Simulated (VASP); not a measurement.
# Settings for Ni: self-consistent run

Ni, Im-3m (no. 229), 1 atom in the cell. PBE; PAW potentials Ni (PBE set). VASP 6.6.1.

Wanted: energy within 0.2 meV/atom; Fermi level within 0.005 eV.

What the run is for: comparing ways to start; Accuracy asked: tight.

POSCAR:
```
Ni
1.0
   -1.3837154700      1.3837154700      1.3837154700
    1.3837154700     -1.3837154700      1.3837154700
    1.3837154700      1.3837154700     -1.3837154700
Ni
1
Direct
    0.0000000000      0.0000000000      0.0000000000
```

## How the run starts (with a second run first, the time holds both)

| How the run starts (with a second run first, the time holds both) | Energy less reference (meV/atom) | Fermi level (eV) | Time (s) |
|---|---|---|---|
| from scratch: 13 SCF iterations | 0.00 | 9.6308 | 9.7 |
| density of a coarse mesh (ICHARG 1): 13 + 10 SCF iterations | 0.00 | 9.6308 | 11 |
| orbitals of a lower cutoff (ISTART 1): 12 + 5 SCF iterations | 0.00 | 9.6311 | 11 |
| orbitals of a loose run: 10 + 4 SCF iterations | 0.00 | 9.6308 | 9.6 |

## Question

For each series: keep the first row unless others stay within half of the tolerance and take at least 30 % less time, and then take the fastest.

## Answer

- How the run starts (with a second run first, the time holds both): from scratch: 13 SCF iterations

The chosen settings are those of the reference run.

## The input

INCAR:
```
SYSTEM = Ni
GGA = PE
ISPIN = 2
MAGMOM = 1
LORBIT = 11
ISMEAR = 1
SIGMA = 0.1
LWAVE = .FALSE.
LCHARG = .FALSE.
ISIF = 2
PREC = Accurate
LASPH = .TRUE.
LREAL = .FALSE.
ALGO = Normal
EDIFF = 1E-6
NELM = 200
GGA_COMPAT = .FALSE.
ENCUT = 400
LMAXMIX = 4
```

KPOINTS:
```
k-points
0
Gamma
  17 17 17
```

Commands:
```
cat potpaw_PBE.64/Ni/POTCAR > POTCAR
mpirun -np 1 vasp_std > vasp.out
```

The chosen input took VASP 6.6.1 9.7 s on 1 core (Intel Xeon Platinum 8559C (Emerald Rapids)), a shared host.

## An input that fails: restart asked without its files

VASP's message: ERROR: charge density could not be read from file CHGCAR for ICHARG>10.

Changes against the starting input:
```
- NELM = 200
+ NELM = 60
+ ICHARG = 11
```
